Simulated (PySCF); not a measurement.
Reproducing measurements on C3H4N2

**Measured values to compare with.**

From NIST CCCBDB Release 22 (SRD 101), experimental dipoles, for the gas: dipole moment (vibrational ground state) 3.667 D.

NIST CCCBDB Release 22 (SRD 101), experimental polarizabilities lists, for the gas: mean polarisability 7.09 Å³.

The runs below try to reproduce these values; the comparison stands at the end.

Species: C3H4N2.
SMILES with atom numbers: `[cH:1]1[cH:2][nH:3][cH:4][n:5]1` (hydrogens: H6 on C1; H7 on C2; H8 on N3; H9 on C4)

Geometry (GFN2-xTB, Å), atoms numbered from 1 in this order:
```
atom  x, y, z in Å
C1    -0.803   -0.926    0.073
C2    -0.884    0.408   -0.199
N3     0.398    0.878   -0.123
C4     1.181   -0.183    0.188
N5     0.487   -1.277    0.312
H6    -1.587   -1.655    0.114
H7    -1.714    1.042   -0.434
H8     0.692    1.829   -0.269
H9     2.243   -0.111    0.313
```

The PySCF runs (gas phase, on this GFN2-xTB geometry; no spin–orbit coupling):

```tsv
level	job	basis functions	wall time
wB97X-D/def2-SVPD	8 singlets by full TDDFT, 3 Tamm–Dancoff triplets, polarisability	132	8.3 s
```

Hardware: one thread, Arm Neoverse V2, on a shared host.

**Comparison with experiment**

**Dipole moment.** Measured: 3.667 D (NIST CCCBDB Release 22 (SRD 101), experimental dipoles).

```csv
level,computed (D),computed − measured (D),% (from the printed values)
wB97X-D/def2-SVPD,3.797,+0.130,+4
```

The computed dipoles belong to one fixed geometry; measured ones are averaged over vibrations unless marked μe. Magnitudes are compared, not signs.

**Mean polarisability.** Measured: 7.09 Å³ (NIST CCCBDB Release 22 (SRD 101), experimental polarizabilities).

```
            level  computed (Å³)  computed − measured (Å³)  % (from the printed values)
wB97X-D/def2-SVPD           6.82                     -0.27                           -4
```

The computed values are static and purely electronic, with core orbitals frozen in the response (1 au = 0.148185 Å³). The table of measured values doesn't say here whether a value is static or optical, or holds a vibrational part.

The geometry is computed, not the measured one. Where a level misses, the cause wasn't examined.
